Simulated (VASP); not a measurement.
Write the native input for VASP 6.6.1 that does the following.

| Quantity | Value |
| --- | --- |
| Task | single point |
| Functional | PBEsol |
| Potentials or basis | VASP PAW PBE potentials, release 64 (Ga_d, P) |
| Cutoff | 520 eV |
| k mesh | 10 × 10 × 10 |
| Occupations | gaussian, width 0.02 eV |
| Spin | no spin polarisation |
| Dipole correction | no |
| Further INCAR settings | ALGO = Normal; EDIFF = 1e-06; NBANDS = 16 |

The structure of GaP lies in POSCAR:

```
GaP
1.0
    0.0000000000      2.7196334853      2.7196334853
    2.7196334853      0.0000000000      2.7196334853
    2.7196334853      2.7196334853      0.0000000000
Ga P
1 1
Direct
    0.0000000000      0.0000000000      0.0000000000
    0.2500000000      0.2500000000      0.2500000000
```

The cell was built by a generator and needn't be a form met in nature.

The input as run:

INCAR

```
ALGO = Normal
EDIFF = 1E-6
ENCUT = 520
GGA = PS
ISIF = 2
ISMEAR = 0
LASPH = True
LCHARG = False
LREAL = False
LWAVE = False
NBANDS = 16
NELM = 100
PREC = Accurate
SIGMA = 0.02
```

KPOINTS

```
k-points
0
Gamma
  10 10 10
```

Potentials or basis: VASP PAW PBE potentials, release 64 (Ga_d, P).

Launch:

```sh
$ cat potpaw_PBE.64/Ga_d/POTCAR potpaw_PBE.64/P/POTCAR > POTCAR
$ mpirun -np 1 vasp_std > vasp.out
```

It gave:

| Property | Result |
| --- | --- |
| Pressure | -0.1 GPa |
| Band gap on the k mesh | 1.47 eV, indirect (least direct gap 1.80 eV) |

Caveat: the PAW data sets were made with another functional, which shifts forces and pressure a little.

Run time: 35 s on 1 thread of Intel(R) Xeon(R) Platinum 8259CL CPU @ 2.50GHz (Skylake/Cascade Lake), with other jobs on the host, peak memory 0.18 GiB.
